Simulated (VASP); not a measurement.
# GaN (F-43m) in VASP: further runs

Aim: see how the results for GaN move with the level of theory and the settings. Levels: r2SCAN, SCAN. Tasks: relaxation of cell and atoms.

Everything below comes from runs of VASP 6.6.1. Logs are shortened: lines on timing, memory, paths and dates and some standing lists are left out, and cuts for length are marked.

### 1 The structure

The structure is cubic, space group F-43m (No. 216). Conventional cell: a = 4.507 Å, b = 4.507 Å, c = 4.507 Å, α = 90.00°, β = 90.00°, γ = 90.00°. Around Ga (site symmetry -43m) lie 4 N at 1.95 Å. N (site symmetry -43m) has 4 Ga at 1.95 Å as nearest neighbours.

The cell is a database's computed one.

### 2 Relaxation of cell and atoms, r2SCAN

INCAR

```
SYSTEM = GaN
ALGO = Normal
EDIFF = 1E-6
EDIFFG = -0.01
ENCUT = 600
IBRION = 2
ISIF = 3
ISMEAR = 0
LASPH = .True.
LCHARG = .False.
LMIXTAU = .True.
LREAL = .False.
LWAVE = .False.
METAGGA = R2SCAN
NELM = 60
NSW = 60
PREC = Accurate
SIGMA = 0.05
```

KPOINTS

```
k-points
0
Gamma
  10 10 10
  0 0 0
```

POSCAR

```
GaN
1.0
    0.0000000000      2.2535006075      2.2535006075
    2.2535006075      0.0000000000      2.2535006075
    2.2535006075      2.2535006075      0.0000000000
Ga N
1 1
Direct
    0.0000000000      0.0000000000      0.0000000000
    0.2500000000      0.2500000000      0.2500000000
```

Potentials or basis: VASP PAW PBE potentials, release 64 (Ga_d, N).

Run with:

```console
cat potpaw_PBE.64/Ga_d/POTCAR potpaw_PBE.64/N/POTCAR > POTCAR
mpirun -np 1 vasp_std > vasp.out
```

OUTCAR:

```text
SYSTEM = GaN
   EDIFF = 1E-6
   EDIFFG = -0.01
   ENCUT = 600
   IBRION = 2
   ISIF = 3
   ISMEAR = 0
   LASPH = .True.
   LREAL = .False.
   METAGGA = R2SCAN
   NELM = 60
   NSW = 60
   PREC = Accurate

 ion  position               nearest neighbor table
   1  0.000  0.000  0.000-   2 1.95   2 1.95   2 1.95   2 1.95
   2  0.250  0.250  0.250-   1 1.95   1 1.95   1 1.95   1 1.95

  LATTYP: Found a face centered cubic cell.
 ALAT       =     4.5070012150

  Lattice vectors:

 A1 = (   0.0000000000,   2.2535006075,   2.2535006075)
 A2 = (   2.2535006075,   0.0000000000,   2.2535006075)
 A3 = (   2.2535006075,   2.2535006075,   0.0000000000)

Analysis of symmetry for initial positions (statically):
=====================================================================
 Subroutine PRICEL returns:
 Original cell was already a primitive cell.

 Routine SETGRP: Setting up the symmetry group for a
 face centered cubic supercell.

 Subroutine GETGRP returns: Found 24 space group operations
 (whereof 24 operations were pure point group operations)
 out of a pool of 48 trial point group operations.

The static configuration has the point symmetry T_d .

Analysis of symmetry for dynamics (positions and initial velocities):
=====================================================================
 Subroutine PRICEL returns:
 Original cell was already a primitive cell.

 Routine SETGRP: Setting up the symmetry group for a
 face centered cubic supercell.

 Subroutine GETGRP returns: Found 24 space group operations
 (whereof 24 operations were pure point group operations)
 out of a pool of 48 trial point group operations.

The dynamic configuration has the point symmetry T_d .

 Subroutine INISYM returns: Found 24 space group operations
 (whereof 24 operations are pure point group operations),
 and found     1 'primitive' translations

----------------------------------------------------------------------------------------

                                     Primitive cell

  volume of cell :      22.8877

  direct lattice vectors                    reciprocal lattice vectors
     0.000000000  2.253500607  2.253500607    -0.221877020  0.221877020  0.221877020
     2.253500607  0.000000000  2.253500607     0.221877020 -0.221877020  0.221877020
     2.253500607  2.253500607  0.000000000     0.221877020  0.221877020 -0.221877020

  length of vectors
     3.186931122  3.186931122  3.186931122     0.384302272  0.384302272  0.384302272

  position of ions in fractional coordinates (direct lattice)
     0.000000000  0.000000000  0.000000000
     0.250000000  0.250000000  0.250000000

  ion indices of the primitive-cell ions
   primitive index   ion index
                 1           1
                 2           2

----------------------------------------------------------------------------------------

 KPOINTS: k-points

Automatic generation of k-mesh.
 Grid dimensions read from file:
 generate k-points for:   10   10   10

 Generating k-lattice:

  Cartesian coordinates                     Fractional coordinates (reciprocal lattice)
    -0.022187702  0.022187702  0.022187702     0.100000000  0.000000000  0.000000000
     0.022187702 -0.022187702  0.022187702     0.000000000  0.100000000  0.000000000
     0.022187702  0.022187702 -0.022187702     0.000000000  0.000000000  0.100000000

  Length of vectors
     0.038430227  0.038430227  0.038430227

  Shift w.r.t. Gamma in fractional coordinates (k-lattice)
     0.000000000  0.000000000  0.000000000

 Subroutine IBZKPT returns following result:
 ===========================================

 Found     47 irreducible k-points:

 Following reciprocal coordinates:
            Coordinates               Weight
  0.000000  0.000000  0.000000      1.000000
  0.100000  0.000000  0.000000      8.000000
  0.200000  0.000000  0.000000      8.000000
  0.300000  0.000000  0.000000      8.000000
  0.400000  0.000000  0.000000      8.000000
  0.500000  0.000000  0.000000      4.000000
[... 16 lines left out ...]
  0.300000  0.300000  0.000000      6.000000
  0.400000  0.300000  0.000000     24.000000
 [... further k-points ...]
   k-points           NKPTS =     47   k-points in BZ     NKDIM =     47   number of bands    NBANDS=     13
   number of dos      NEDOS =    301   number of ions     NIONS =      2
   total plane-waves  NPLWV =  21952
   dimension x,y,z NGX =    28 NGY =   28 NGZ =   28
   dimension x,y,z NGXF=    56 NGYF=   56 NGZF=   56
   ions per type =               1   1
   NGX,Y,Z   is equivalent  to a cutoff of  14.61, 14.61, 14.61 a.u.
   NGXF,Y,Z  is equivalent  to a cutoff of  29.21, 29.21, 29.21 a.u.
 SYSTEM =  GaN
   PREC   = accura    normal or accurate (medium, high low for compatibility)
   ISTART =      0    job   : 0-new  1-cont  2-samecut
   ICHARG =      2    charge: 1-file 2-atom 10-const
   ISPIN  =      1    spin polarized calculation?
   LNONCOLLINEAR =      F non collinear calculations
   LSORBIT =      F    spin-orbit coupling
   LASPH  =      T    aspherical Exc in radial PAW
   ENCUT  =  600.0 eV  44.10 Ry    6.64 a.u.   6.37  6.37  6.37*2*pi/ulx,y,z
   NELM   =     60;   NELMIN=  2; NELMDL= -5     # of ELM steps
   EDIFF  = 0.1E-05   stopping-criterion for ELM
   LREAL  =      F    real-space projection
   EDIFFG = -.1E-01   stopping-criterion for IOM
   NSW    =     60    number of steps for IOM
   IBRION =      2    ionic relax: 0-MD 1-quasi-New 2-CG
   NFREE  =      1    steps in history (QN), initial steepest desc. (CG)
   ISIF   =      3    stress and relaxation
   ISYM   =      2    0-nonsym 1-usesym 2-fastsym
   POTIM  = 0.5000    time-step for ionic-motion
   TEBEG  =    0.0;   TEEND  =   0.0 temperature during run
   PSTRESS=    0.0 pullay stress
   NELECT =      18.0000    total number of electrons
   NUPDOWN=      -1.0000    fix difference up-down
   EMIN   =  10.00;   EMAX   =-10.00  energy-range for DOS
   EFERMI =   0.00;   METHOD = LEGACY
   ISMEAR =     0;   SIGMA  =   0.05  broadening in eV -4-tet -1-fermi 0-gaus
   EFERMI_NEDOS =   21; number of points for ismear=-14 and -15
   IALGO  =     38    algorithm
   IMIX   =      4    mixing-type and parameters
     AMIX     =   0.40;   BMIX     =  1.00
     AMIX_MAG =   1.60;   BMIX_MAG =  1.00
  volume/ion in A,a.u.               =      11.44        77.23
  Fermi-wavevector in a.u.,A,eV,Ry     =   1.511117  2.855596 31.068543  2.283473
  Thomas-Fermi vector in A             =   2.621216
   LORBIT       =      0    0 simple, 1 ext, 2 COOP (PROOUT), +10 PAW based schemes
   METAGGA = R2SCAN    functional components
   LHFCALC =     F    Hartree Fock is set to
   AEXX    =    0.0000 exact exchange contribution
   IVDW    =     0    specifies the selected vdW correction
   LEPSILON=     F    determine dielectric tensor
   LRPA    =     F    only Hartree local field effects (RPA)
 conjugate gradient relaxation of ions
 non-spin polarized calculation
 Gauss-broadening in eV      SIGMA  =   0.05
  energy-cutoff  :      600.00
  volume of cell :       22.89
 maximum number of plane-waves:       785
 NGX is ok and might be reduce to    28
   NGX = 13   NGY = 13   NGZ = 13

 number of electron      18.0000005 magnetization

 Free energy of the ion-electron system (eV)
  ---------------------------------------------------
  ext. energy  EPLUGINS =         0.00000000
  ---------------------------------------------------
  free energy    TOTEN  =       -21.89819778 eV

  energy without entropy =      -21.89819778  energy(sigma->0) =      -21.89819778

 E-fermi :   5.2909     XC(G=0): -12.6343

 val. band max:        5.0165048026   @ k =   0.0000   0.0000   0.0000
 cond. band min:       7.1359506511   @ k =   0.0000   0.0000   0.0000
 fundamental gap:      2.1194458485
 Fermi energy:         5.2908582648

 k-point     1 :       0.0000    0.0000    0.0000
  band No.  band energies     occupation
      1     -11.7141      2.00000
      2      -8.8156      2.00000
      3      -8.8156      2.00000
      4      -8.8156      2.00000
      5      -8.4649      2.00000
      6      -8.4649      2.00000
      7       5.0165      2.00000
      8       5.0165      2.00000
      9       5.0165      2.00000
     10       7.1360      0.00000
     11      16.0202      0.00000
     12      16.0203      0.00000
     13      16.0203      0.00000

 k-point     2 :       0.1000    0.0000    0.0000
  band No.  band energies     occupation
      1     -11.6036      2.00000
      2      -8.8014      2.00000
      3      -8.8014      2.00000
      4      -8.7751      2.00000
      5      -8.4661      2.00000
      6      -8.4661      2.00000
      7       3.9237      2.00000
      8       4.9072      2.00000
      9       4.9072      2.00000
     10       7.9891      0.00000
     11      15.5192      0.00000
     12      16.1907      0.00000
     13      16.1907      0.00000

 k-point     3 :       0.2000    0.0000    0.0000
  band No.  band energies     occupation
      1     -11.3210      2.00000
      2      -8.7681      2.00000
      3      -8.7681      2.00000
      4      -8.6132      2.00000
      5      -8.4650      2.00000
      6      -8.4650      2.00000
      7       2.0595      2.00000
      8       4.6378      2.00000
      9       4.6378      2.00000
     10       9.1269      0.00000
     11      14.7349      0.00000
     12      16.4563      0.00000
     13      16.4563      0.00000
[... 305 lines left out ...]
 k-point    23 :       0.3000    0.3000    0.0000
  band No.  band energies     occupation
      1     -10.8120      2.00000
      2      -8.6424      2.00000
      3      -8.6176      2.00000
      4      -8.6176      2.00000
      5      -8.4131      2.00000
      6      -8.0600      2.00000
      7       0.7528      2.00000
      8       3.0792      2.00000
      9       3.0792      2.00000
     10       9.9635      0.00000
     11      12.7095      0.00000
     12      16.9050      0.00000
     13      18.4158      0.00000

 k-point    24 :       0.4000    0.3000    0.0000
  band No.  band energies     occupation
      1     -10.6701      2.00000
      2      -8.6620      2.00000
      3      -8.5805      2.00000
      4      -8.5772      2.00000
      5      -8.4033      2.00000
      6      -7.6405      2.00000
      7      -0.1058      2.00000
      8       2.4846      2.00000
      9       2.8042      2.00000
     10       9.9360      0.00000
     11      12.7775      0.00000
     12      16.5557      0.00000
     13      18.7475      0.00000

 [... further k-points ...]

------------------------ aborting loop because EDIFF is reached ----------------------------------------

  FORCE on cell =-STRESS in cart. coord.  units (eV):
  Direction    XX          YY          ZZ          XY          YZ          ZX
  --------------------------------------------------------------------------------------
  -------------------------------------------------------------------------------------
  Total       -0.0059261     -0.0059261     -0.0059261      0.0000000     -0.0000000      0.0000000
  in kB       -0.4148361     -0.4148361     -0.4148361      0.0000000     -0.0000000      0.0000000
  external PRESSURE =      -0.4148361 kB  Pullay stress =       0.0000000 kB

 VOLUME and BASIS-vectors are now :
 -----------------------------------------------------------------------------
  energy-cutoff  :      600.00
  volume of cell :       22.89
      direct lattice vectors                 reciprocal lattice vectors
     0.000000000  2.253500607  2.253500607    -0.221877020  0.221877020  0.221877020
     2.253500607  0.000000000  2.253500607     0.221877020 -0.221877020  0.221877020
     2.253500607  2.253500607  0.000000000     0.221877020  0.221877020 -0.221877020

 POSITION                                       TOTAL-FORCE (eV/Angst)
 -----------------------------------------------------------------------------------
      0.00000      0.00000      0.00000        -0.000000     -0.000000     -0.000000
      1.12675      1.12675      1.12675         0.000000      0.000000      0.000000
 -----------------------------------------------------------------------------------
    total drift:                                0.000018      0.000018      0.000018

  FREE ENERGIE OF THE ION-ELECTRON SYSTEM (eV)
  ---------------------------------------------------
  free  energy   TOTEN  =       -21.8981977836 eV

  energy  without entropy=      -21.8981977836  energy(sigma->0) =      -21.89819778

 reached required accuracy - stopping structural energy minimisation
```

Wall time 73 s (1 thread of Intel Xeon Platinum 8488C (Sapphire Rapids), shared host); peak memory 0.17 GiB.

Results:

| Quantity | Value |
| --- | --- |
| Free energy | -21.8982 eV |
| Pressure after relaxing | 0.0 GPa |
| Band gap on the k mesh | 2.12 eV, direct |

Final structure:
```
Ga N
1.0
     0.00000    2.25350    2.25350
     2.25350    0.00000    2.25350
     2.25350    2.25350    0.00000
Ga N
1 1
Direct
  0.00000 0.00000 0.00000
  0.25000 0.25000 0.25000
```

Caveat: the relaxation stopped at its first step, so nothing moved; the PAW data sets were made with another functional, which shifts forces and pressure a little. r2SCAN opens gaps a little over a GGA but as a rule still falls short of measured ones.

### 3 Relaxation of cell and atoms, SCAN

INCAR

```
  PREC = Accurate
  ENCUT = 600
  EDIFF = 1E-6
  ISMEAR = 0
  SIGMA = 0.05
  LREAL = F
  LASPH = T
  NELM = 60
  ALGO = Normal
  ISIF = 3
  LWAVE = F
  LCHARG = F
  METAGGA = SCAN
  LMIXTAU = T
  IBRION = 2
  NSW = 40
  EDIFFG = -0.02
```

KPOINTS

```
Automatic mesh
0
Gamma
  10 10 10
```

POSCAR is that of step 2.

Potentials or basis: VASP PAW PBE potentials, release 64 (Ga_d, N).

Run with:

```console
cat potpaw_PBE.64/Ga_d/POTCAR potpaw_PBE.64/N/POTCAR > POTCAR
mpirun -np 1 vasp_std > vasp.out
```

Wall time 2.6 min (1 thread of Intel Xeon Platinum 8488C (Sapphire Rapids), shared host); peak memory 0.18 GiB.

It converged, with:

| Property | Result |
| --- | --- |
| Free energy | -26.8850 eV |
| Relaxed volume | 11.38 Å³/atom |
| Relaxed cell | a = 3.181 Å, b = 3.181 Å, c = 3.181 Å, α = 60.00°, β = 60.00°, γ = 60.00° |
| Space group after relaxing (to 0.05 Å) | F-43m (No. 216) |
| Energy gained by relaxing | 0.2 meV/atom |
| Ionic steps | 3 |
| Pressure after relaxing | 0.1 GPa |
| Band gap on the k mesh | 2.06 eV, direct |

The path:
| step | energy change (eV) | largest force (eV/Å) | pressure (GPa) | volume (Å³) |
| --- | --- | --- | --- | --- |
| 1 | 0.0000 | 0.0000 | -0.85 | 22.89 |
| 2 | -0.0001 | 0.0000 | 1.16 | 22.69 |
| 3 | -0.0003 | 0.0000 | 0.11 | 22.77 |

Final structure:
```
Ga N
1.0
     0.00000    2.24957    2.24957
     2.24957    0.00000    2.24957
     2.24957    2.24957    0.00000
Ga N
1 1
Direct
  0.00000 0.00000 0.00000
  0.25000 0.25000 0.25000
```

Levels at points of the mesh, in eV from the valence-band top:
| k point | band 6 | band 7 | band 8 | band 9 | band 10 | band 11 | band 12 | band 13 |
| --- | --- | --- | --- | --- | --- | --- | --- | --- |
| (0.00, 0.00, 0.00) | -13.47 | 0.00 | 0.00 | 0.00 | 2.06 | 10.96 | 10.96 | 10.96 |
| (0.50, 0.00, 0.00) | -12.37 | -7.19 | -1.00 | -1.00 | 5.11 | 9.43 | 10.98 | 10.98 |
| (0.50, 0.50, 0.00) | -12.00 | -6.25 | -2.80 | -2.80 | 3.75 | 7.21 | 12.56 | 14.91 |

Caveat: the PAW data sets were made with another functional, which shifts forces and pressure a little.

### 4 The reference run

An earlier run on the cell as given: functional PBE; potentials or basis VASP PAW PBE potentials, release 64 (Ga_d, N); cutoff 520 eV; k mesh 10 × 10 × 10; occupations fermi-dirac, width 0.05 eV; no spin polarisation.

* Pressure: 5.1 GPa
* Band gap on the k mesh: 1.72 eV, direct

### 5 The runs side by side

```tsv
task	level	cell	cutoff (eV)	smearing	gap on the mesh (eV)	pressure (GPa)
relaxation of cell and atoms	r2SCAN	relaxed	600	gaussian 0.05 eV	2.12	0.0
relaxation of cell and atoms	SCAN	relaxed	600	gaussian 0.05 eV	2.06	0.1
single point	PBE	as given	520	fermi-dirac 0.05 eV	1.72	5.1
```

Alike in all rows: potentials or basis VASP PAW PBE potentials, release 64 (Ga_d, N); no spin polarisation; k mesh 10 × 10 × 10.

Caveats: the PAW data sets were made with another functional, which shifts forces and pressure a little (some runs); the relaxation stopped at its first step, so nothing moved (some runs).

Absolute energies hang on the potentials; compare differences alone.
